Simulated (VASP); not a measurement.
BeS: relaxation of cell and atoms with SCAN

The system is BeS.

```xyz
2
Lattice="0.0000 2.4250 2.4250 2.4250 0.0000 2.4250 2.4250 2.4250 0.0000" Properties=species:S:1:pos:R:3 pbc="T T T"
S     3.6375    3.6375    3.6375
Be    0.0000    0.0000    0.0000
```

| Item | Value |
| --- | --- |
| Program | VASP 6.6.1 |
| Task | relaxation of cell and atoms |
| Functional | SCAN |
| Potentials or basis | VASP PAW PBE potentials, release 64 (S, Be) |
| Cutoff | 600 eV |
| k mesh | 9 × 9 × 9 |
| Occupations | fermi-dirac, width 0.05 eV |
| Spin | no spin polarisation |
| Further INCAR settings | ALGO = Normal; EDIFF = 1e-06; IBRION = 2; EDIFFG = -0.02; NSW = 40; ISIF = 3 |

```
Relaxed volume                         : 14.37 Å³/atom
Relaxed cell                           : a = 3.438 Å, b = 3.438 Å, c = 3.438 Å, α = 60.00°, β = 60.00°, γ = 60.00°
Space group after relaxing (to 0.05 Å) : F-43m (No. 216)
Energy gained by relaxing              : 0.1 meV/atom
Ionic steps                            : 2
Pressure after relaxing                : -0.1 GPa
Band gap on the k mesh                 : 3.70 eV, indirect (least direct gap 6.27 eV)
```

The path:
| step | energy change (eV) | largest force (eV/Å) | pressure (GPa) | volume (Å³) |
| --- | --- | --- | --- | --- |
| 1 | 0.0000 | 0.0000 | 0.57 | 28.52 |
| 2 | -0.0002 | 0.0000 | -0.13 | 28.73 |

Final structure:
```
CELL_PARAMETERS angstrom
0.00000 2.43098 2.43098
2.43098 0.00000 2.43098
2.43098 2.43098 0.00000
ATOMIC_POSITIONS crystal
S 0.75000 0.75000 0.75000
Be 0.00000 0.00000 0.00000
```

Levels at points of the mesh, in eV from the valence-band top:
| k point | band 1 | band 2 | band 3 | band 4 | band 5 | band 6 | band 7 | band 8 |
| --- | --- | --- | --- | --- | --- | --- | --- | --- |
| (0.00, 0.00, 0.00) | -14.25 | 0.00 | 0.00 | 0.00 | 6.27 | 6.27 | 6.27 | 6.62 |

It took 52 s on 1 thread of Intel(R) Xeon(R) Platinum 8488C (Sapphire Rapids), with other jobs on the host, peak memory 0.16 GiB.

Caveat: the PAW data sets were made with another functional, which shifts forces and pressure a little; an odd mesh through Γ misses points on the zone boundary, where band edges often lie. SCAN opens gaps a little over a GGA but as a rule still falls short of measured ones.
